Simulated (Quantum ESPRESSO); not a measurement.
This Quantum ESPRESSO 7.5 run on Nd needs a look.

The input pw.in:

```
&CONTROL
  calculation = 'relax'
  prefix = 'pwscf'
  outdir = './tmp'
  pseudo_dir = './pseudo'
  tprnfor = .true.
  disk_io = 'low'
  nstep = 30
  forc_conv_thr = 0.0004
  etot_conv_thr = 1d-05
/
&SYSTEM
  ibrav = 0
  nat = 4
  ntyp = 1
  ecutwfc = 50
  ecutrho = 300
  nbnd = 41
  input_dft = 'rpbe'
  occupations = 'smearing'
  smearing = 'mv'
  degauss = 0.00734986
  nspin = 2
  starting_magnetization(1) = 0.2143
  starting_ns_eigenvalue(1,1,1) = 0
  starting_ns_eigenvalue(2,1,1) = 0
  starting_ns_eigenvalue(3,1,1) = 1
  starting_ns_eigenvalue(4,1,1) = 1
  starting_ns_eigenvalue(5,1,1) = 0
  starting_ns_eigenvalue(6,1,1) = 1
  starting_ns_eigenvalue(7,1,1) = 0
  starting_ns_eigenvalue(1,2,1) = 0
  starting_ns_eigenvalue(2,2,1) = 0
  starting_ns_eigenvalue(3,2,1) = 0
  starting_ns_eigenvalue(4,2,1) = 0
  starting_ns_eigenvalue(5,2,1) = 0
  starting_ns_eigenvalue(6,2,1) = 0
  starting_ns_eigenvalue(7,2,1) = 0
  nosym = .true.
/
&ELECTRONS
  conv_thr = 8d-10
  electron_maxstep = 3
  mixing_beta = 0.3
/
&IONS
  ion_dynamics = 'bfgs'
/
ATOMIC_SPECIES
Nd   144.2420 Nd.GGA_PBE-JTH.UPF
CELL_PARAMETERS angstrom
   3.9403533263    0.0000000000    0.0000000000
  -1.9701766632    3.4124460805    0.0000000000
   0.0000000000    0.0000000000   12.7103028973
ATOMIC_POSITIONS crystal
Nd     0.6666666667    0.3333333333    0.2500000000
Nd     0.3333333333    0.6666666667    0.7500000000
Nd     0.0000000000    0.0000000000    0.5000000000
Nd     0.0000000000    0.0000000000    0.0000000000
K_POINTS automatic
3 3 1 0 0 0
HUBBARD {ortho-atomic}
U Nd-4f 6.0
```

Potentials or basis: JTH 2.0 PBE.

Command:

```bash
$ OMP_NUM_THREADS=1 pw.x -in pw.in > pw.out
```

pw.out:

```text
This program is part of the open-source Quantum ESPRESSO suite
     for quantum simulation of materials; please cite
         "P. Giannozzi et al., J. Phys.:Condens. Matter 21 395502 (2009);
         "P. Giannozzi et al., J. Phys.:Condens. Matter 29 465901 (2017);
         "P. Giannozzi et al., J. Chem. Phys. 152 154105 (2020);
     in publications or presentations arising from this work. More details at

     file Nd.GGA_PBE-JTH.UPF: wavefunction(s)  6S 5P 0P 5D 0D 4F 0F renormalized

     IMPORTANT: XC functional enforced from input :
     Exchange-correlation= RPBE
                           (   1   4  44   4   0   0   0)
     Any further DFT definition will be discarded
     Please, verify this is what you really want

     G-vector sticks info
     --------------------
     sticks:   dense  smooth     PW     G-vecs:    dense   smooth      PW
     Sum        1159     757    223               101203    55069    8609
[... 433 lines left out ...]
       0.000  0.000 -0.000 -0.000 -0.000 -0.000 -0.000
       0.000 -0.000  0.000 -0.000  0.000  0.000  0.000
       0.000 -0.000 -0.000  0.000 -0.000 -0.000 -0.000
      -0.000 -0.000  0.000 -0.000  0.000 -0.000  0.000
      -0.000 -0.000  0.000 -0.000 -0.000  0.000 -0.000
      -0.000 -0.000  0.000 -0.000  0.000 -0.000  0.000

     Number of occupied Hubbard levels =   17.5141

     WARNING!!! Modifying starting ns matrices according to input values

     =================== HUBBARD OCCUPATIONS ===================
     ------------------------ ATOM    1 ------------------------
     Tr[ns(  1)] (up, down, total) =   3.00000  0.00000  3.00000
     Atomic magnetic moment for atom   1 =   3.00000
     SPIN  1
     eigenvalues:
      -0.000 -0.000  0.000  0.000  1.000  1.000  1.000
     eigenvectors (columns):
      -0.230  0.524  0.541 -0.244  0.558  0.091 -0.043
      -0.667 -0.172  0.053  0.058 -0.020 -0.720  0.023
       0.090 -0.567  0.718  0.323 -0.021  0.126 -0.186
       0.111  0.610  0.246  0.465 -0.541 -0.181 -0.110
       0.048 -0.030  0.291 -0.215 -0.260  0.003  0.893
      -0.624  0.030 -0.155  0.436 -0.028  0.602  0.180
       0.300  0.028 -0.142  0.616  0.572 -0.250  0.347
     occupation matrix ns (before diag.):
[... 175 lines left out ...]
     total magnetization       =    11.60 Bohr mag/cell
     absolute magnetization    =    12.81 Bohr mag/cell

     End of self-consistent calculation

     convergence NOT achieved after   3 iterations: stopping

=------------------------------------------------------------------------------=
   JOB DONE.
=------------------------------------------------------------------------------=
```

Diagnose the run.

The calculation stopped without meeting its thresholds. The input holds a flaw that was put in on purpose: too few SCF iterations.
